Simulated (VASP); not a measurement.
Set up this calculation in VASP 6.6.1, as the native input.

| Quantity | Value |
| --- | --- |
| Task | relaxation of cell and atoms |
| Functional | PBE |
| Potentials or basis | VASP PAW PBE potentials, release 64 (B) |
| Cutoff | 520 eV |
| k mesh | 7 × 7 × 7 |
| Occupations | gaussian, width 0.1 eV |
| Spin | no spin polarisation |
| Further INCAR settings | ALGO = Normal; EDIFF = 1e-07; IBRION = 2; POTIM = 0.3; EDIFFG = -0.005; NSW = 60; ISIF = 3 |

The structure of B lies in POSCAR:

```
B                                       
1.0
    2.4495059290      1.4142229031      4.1816996220
   -2.4495059290      1.4142229031      4.1816996220
    0.0000000000     -2.8284458162      4.1816996220
  B             
    12
Direct
     0.0102621569954110    0.6540524057397885    0.0102621569954017
     0.0102621569954057    0.0102621569954057    0.6540524057397865
     0.6540524057397885    0.0102621569954110    0.0102621569954017
     0.9897378430045890    0.3459475942602115    0.9897378430045982
     0.3459475942602115    0.9897378430045890    0.9897378430045982
     0.9897378430045943    0.9897378430045943    0.3459475942602134
     0.2211056881005132    0.6305066104987198    0.2211056881005113
     0.2211056881005086    0.2211056881005086    0.6305066104987244
     0.6305066104987198    0.2211056881005132    0.2211056881005113
     0.7788943118994869    0.3694933895012802    0.7788943118994888
     0.3694933895012802    0.7788943118994869    0.7788943118994888
     0.7788943118994915    0.7788943118994915    0.3694933895012755
```

These files were run (other wordings do the same):

INCAR

```
PREC = Accurate ; ENCUT = 520
EDIFF = 1E-7 ; ISMEAR = 0
SIGMA = 0.1 ; LREAL = F
LASPH = T ; NELM = 120
ALGO = Normal ; ISIF = 3
LWAVE = F ; LCHARG = F
GGA = PE ; IBRION = 2
NSW = 60 ; EDIFFG = -0.005
POTIM = 0.3 ; KPAR = 4
```

KPOINTS

```
regular mesh
0
Gamma
  7 7 7
```

Potentials or basis: VASP PAW PBE potentials, release 64 (B).

The run is started by

```bash
$ cat potpaw_PBE.64/B/POTCAR > POTCAR
$ mpirun -np 4 vasp_std > vasp.out
```

It gave:

The energy gained by relaxing is 0.0 meV/atom. The ionic steps are 2. The pressure after relaxing is 0.0 GPa and the band gap on the k mesh is 1.46 eV, indirect (least direct gap 1.84 eV).

Caveat: an odd mesh through Γ misses points on the zone boundary, where band edges often lie.

It took 52 s on 4 MPI ranks on Intel(R) Xeon(R) 6975P-C (Granite Rapids) (shared host), peak memory 0.22 GiB a rank.
